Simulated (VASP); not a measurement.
# Valley splitting of Si under biaxial (001) strain from −2 % to +2 %, HSE06 band edges on PBE cells

The usual rule of thumb for strained silicon is that the conduction valleys split in proportion to biaxial strain, and that tension favours the two valleys along the surface normal. The order matters for devices because those two valleys have the light transverse mass for motion in the (001) plane, while the four in-plane valleys present their heavy axis to part of that motion. We test the rule on seven strains, with HSE06 band edges on PBE cells that are free to relax along the normal. Valley energies are counted from the valence-band top at the zone centre. The splitting is the [100] valley less the [001] valley, so a positive value means that [001] is lower.

## Calculations

The start is a typed prototype cell. The crystal was relaxed with PBE. Equal strain is imposed in the (001) plane; the strain along the normal is adjusted until the normal stress vanishes, and the atoms are relaxed with PBE. VASP 6.6.1, plane waves with PAW, cutoff 450 eV, no spin polarisation. Band edges are single points at HSE06 (no spin-orbit coupling) on these cells, k mesh 5×5×5, read on short lines of k points at the zone centre and through the valleys; energies are counted from the valence-band top at the zone centre.  All levels use the PAW data sets made with PBE.

Notes on method and selection:

- A valley's energy from the valence-band top holds the shift of that top as well as the shift of the valley.
- Runs that did not converge, have known faults or may not be shown are not listed, and runs on Ansatz's PAW sets soft_1 and soft_2 are kept to separate tables.

Columns:

- strain (%): strain in the plane (tension positive).
- splitting (eV): valley along [100] less valley along [001].
- Δ [001] (eV): minimum of the conduction band along Γ–X in the [001] direction.
- Δ [100] (eV): minimum of the conduction band along Γ–X in the [100] direction.
- L [111] (eV): conduction level at L along [111].
- Γ level (eV): lowest conduction level at Γ.

Input lines of one member:

```
PREC = Accurate
ENCUT = 450
EDIFF = 1E-06
NELM = 100
ISMEAR = 0
SIGMA = 0.02
LREAL = .FALSE.
ALGO = Normal
LHFCALC = .TRUE.
AEXX = 0.25
GGA = PE
HFSCREEN = 0.2
LASPH = .TRUE.
NBANDS = 9
PRECFOCK = Fast
```

Command (options for logging and memory left out): `mpirun -np 4 vasp_std`

## Numbers

| member | strain (%) | splitting (eV) | Δ [001] (eV) | Δ [100] (eV) | L [111] (eV) | Γ level (eV) |
| --- | --- | --- | --- | --- | --- | --- |
| −2 % | −2.0 | −0.325 | 1.287 | 0.962 | 2.150 | 3.226 |
| −1 % | −1.0 | −0.163 | 1.248 | 1.085 | 2.187 | 3.282 |
| −0.5 % | −0.5 | −0.081 | 1.227 | 1.146 | 2.194 | 3.311 |
| 0 % | 0.0 | 0.000 | 1.205 | 1.205 | 2.194 | 3.339 |
| +0.5 % | 0.5 | 0.080 | 1.120 | 1.201 | 2.124 | 3.272 |
| +1 % | 1.0 | 0.161 | 1.036 | 1.197 | 2.051 | 3.207 |
| +2 % | 2.0 | 0.321 | 0.871 | 1.191 | 1.893 | 3.079 |

Least-squares fits to the whole series, with x = strain (%); R² and errors in the fitted variable (y, or ln y where the fit is in ln y):

| y | members | fit | R² | rms residual | leave-one-out rms | the same for the mean of the others |
| --- | --- | --- | --- | --- | --- | --- |
| splitting (eV) | 7 | y = −0.0010000 + 0.16157 x | 1.00 | 7.6×10⁻⁴ | 0.0013 | 0.23 |
| Δ [001] (eV) | 7 | y = 1.142 − 0.1045 x | 0.89 | 0.045 | 0.079 | 0.16 |

## Mechanism

The rule holds in all seven rows. Tension puts the two [001] valleys lowest, and compression puts the four valleys along [100] and [010] lowest. The splitting changes by about 0.16 eV per % of strain. The L level stays at least 2.194 − 1.205 = 0.989 eV above the lowest valley, so it does not compete.

The simplest model rests on three assumptions.

1. Each valley shifts linearly with strain. For a valley along axis i, symmetry allows a term in the volume change and a term in the strain along its own axis: Eᵢ = E_c + Ξ_d(ε_xx + ε_yy + ε_zz) + Ξ_u ε_ii.

2. The normal strain is a fixed fraction of the in-plane strain e, with opposite sign: ε_xx = ε_yy = e and ε_zz = −ρe. The volume term is common to all valleys and cancels in the difference, which leaves E[100] − E[001] = Ξ_u(1 + ρ)e = s·e.

3. The valence-band top also moves linearly with e. The tabled energies are then

Δ[100] = E₀ + b·e

Δ[001] = E₀ + (b − s)·e

The three parameters are the unstrained valley energy E₀, the slope b of the [100] valley and the splitting slope s.

The sign and size of s can be understood from nearly free electrons. Near X, the [001] conduction state is built mainly from plane waves whose momentum lies in the (001) plane, with kinetic energy 2K, where K = (ħ²/2m)(2π/a)² is roughly 5 eV. In-plane tension lengthens their wavelength and lowers that energy. The waves of the [100] valley have one in-plane and one normal component, so the two changes largely cancel. The difference is 2K(1 + ρ)e. With ρ set to 0.8, this gives 2 × 5 × 1.8 × 0.01 = 0.18 eV per %, close to the computed slope. The relaxed cells have a slightly smaller ρ, which would lower the estimate a little. The estimate leaves out the change of the crystal potential with strain.

## Testing the model

We fix the model on the 0 % and +1 % members, with e in % and slopes in eV per %.

E₀ = 1.205 eV

b = 1.197 − 1.205 = −0.008

b − s = 1.036 − 1.205 = −0.169

s = −0.008 + 0.169 = 0.161

**+0.5 %**

- Δ[001] = 1.205 − 0.169 × 0.5 = 1.1205 eV; table 1.120 eV.
- Δ[100] = 1.205 − 0.008 × 0.5 = 1.201 eV; table 1.201 eV.
- Splitting = 0.161 × 0.5 = 0.0805 eV; table 0.080 eV.

**+2 %**

- Δ[001] = 1.205 − 0.169 × 2 = 0.867 eV; table 0.871 eV.
- Δ[100] = 1.205 − 0.008 × 2 = 1.189 eV; table 1.191 eV.
- Splitting = 0.161 × 2 = 0.322 eV; table 0.321 eV.

**−1 %**

- Δ[001] = 1.205 + 0.169 × 1 = 1.374 eV; table 1.248 eV.
- Δ[100] = 1.205 + 0.008 × 1 = 1.213 eV; table 1.085 eV.
- Splitting = 0.161 × (−1) = −0.161 eV; table −0.163 eV.

**−2 %**

- Δ[001] = 1.205 + 0.169 × 2 = 1.543 eV; table 1.287 eV.
- Δ[100] = 1.205 + 0.008 × 2 = 1.221 eV; table 0.962 eV.
- Splitting = 0.161 × (−2) = −0.322 eV; table −0.325 eV.

The splitting carries over from tension to compression within 0.003 eV. The separate valley energies carry over only within tension.

## Where the trend breaks

Largest departures from the fit to the whole series:

| member | splitting (eV) | fit | computed − fit | in rms residuals |
| --- | --- | --- | --- | --- |
| +2 % | 0.321 | 0.322 | −0.001 | 1.5 |
| 0 % | 0.000 | −0.001 | +0.001 | 1.3 |
| −2 % | −0.325 | −0.324 | −0.001 | 1.1 |
| −0.5 % | −0.081 | −0.082 | +0.001 | 1.0 |

Under compression the model puts both valleys too high, and by nearly the same amount. Computed less model at −1 % is 1.248 − 1.374 = −0.126 eV for [001] and 1.085 − 1.213 = −0.128 eV for [100]. At −2 % it is 1.287 − 1.543 = −0.256 eV for [001] and 0.962 − 1.221 = −0.259 eV for [100]. An error shared by both valleys points to their common reference, so it is the third assumption that fails.

Strain splits the valence-band top. Under tension a single level is highest, and the model was fixed there. Under compression a degenerate pair lies highest instead, while the model goes on following the single level downwards. The true top is therefore higher than the model assumes, and every energy counted from it is smaller.

The same change of reference explains why one straight line through all the Δ[001] energies fits poorly, with an rms residual of 0.045 eV. A separate slope for each sign of strain removes most of that misfit. The splitting needs no such repair, because the reference cancels in it.

## What to take away

Between −2 % and +2 %, a splitting of 0.16 eV per % gives both the order of the valleys and their separation. Without spin-orbit coupling, as computed here, the gap to the lowest valley needs one slope for tension and another for compression, and it shrinks either way.

Two omitted effects exceed the model's misses of up to 0.004 eV under tension. Spin-orbit coupling would raise the unstrained valence top by roughly 0.01 eV, lowering the tabled energies. It would not remove the kink at zero strain: the fourfold top that it leaves (counting spin) still splits in proportion to strain, so most of the change of slope stays sharp. The rest would be spread over small tensile strains, where the gap would no longer follow a single slope. Lattice vibrations would lower the gap by roughly 0.1 eV at room temperature. Both act mainly on the gap and should change the valley splitting much less.

[Logs are printed without paths, hosts, clocks, repeated set-up lines and the standing remarks that a program may print on its own settings, such as how far it seeks lower states.]
